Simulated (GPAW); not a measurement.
CuCl2:

```
Cu Cl
1.0
     4.52065    0.00000    0.00000
     0.00000    4.52065    0.00000
     0.00000    0.00000    4.31771
Cu Cl
1 2
Direct
  0.00000 0.00000 0.00000
  0.00000 0.50000 0.00000
  0.50000 0.00000 0.00000
```

Measurements of this composition are mostly on another form, of space group No. 12.

* Program: GPAW 26.7.0
* Task: relaxation of cell and atoms
* Functional: PBEsol
* Potentials or basis: PAW data sets generated in the run's folder for this functional
* Cutoff: 600 eV
* Basis: pw
* k mesh: 5 × 5 × 5
* Occupations: fermi-dirac, width 0.05 eV
* Spin: no spin polarisation

At the start: pressure -1.4 GPa; volume 29.41 Å³/atom.

Question: Where does the relaxation end?

Answer: Over 3 steps the energy falls by 4.5 meV/atom and the volume is 28.65 Å³/atom (-2.6 %); space group P4/mmm (No. 123, to 0.05 Å).

Step by step:
```tsv
step	energy change (eV)	largest force (eV/Å)	pressure (GPa)	volume (Å³)
1	0.0000	0.0000	-1.36	88.24
2	-0.0036	0.0000	-1.18	87.92
3	-0.0134	0.0000	0.06	85.95
```

Final structure:
```
Cu Cl
1.0
     4.46236    0.00000    0.00000
     0.00000    4.46236    0.00000
     0.00000    0.00000    4.31657
Cu Cl
1 2
Cartesian
  0.0000 0.0000 0.0000
  0.0000 2.2312 0.0000
  2.2312 0.0000 0.0000
```

Caveat: with this Cu data set, volumes or pressures lay over 1.5 % or 2 GPa off other programs in two to four cells of ten; later steps reuse the first step's grids; this functional lacks dispersion, which binds the layers, so the pressure and a relaxed spacing across them are unreliable; an odd number of electrons without spin polarisation forces a metal; a magnetic or distorted state may lie lower; the run has no spin polarisation, though such a crystal can be magnetic.
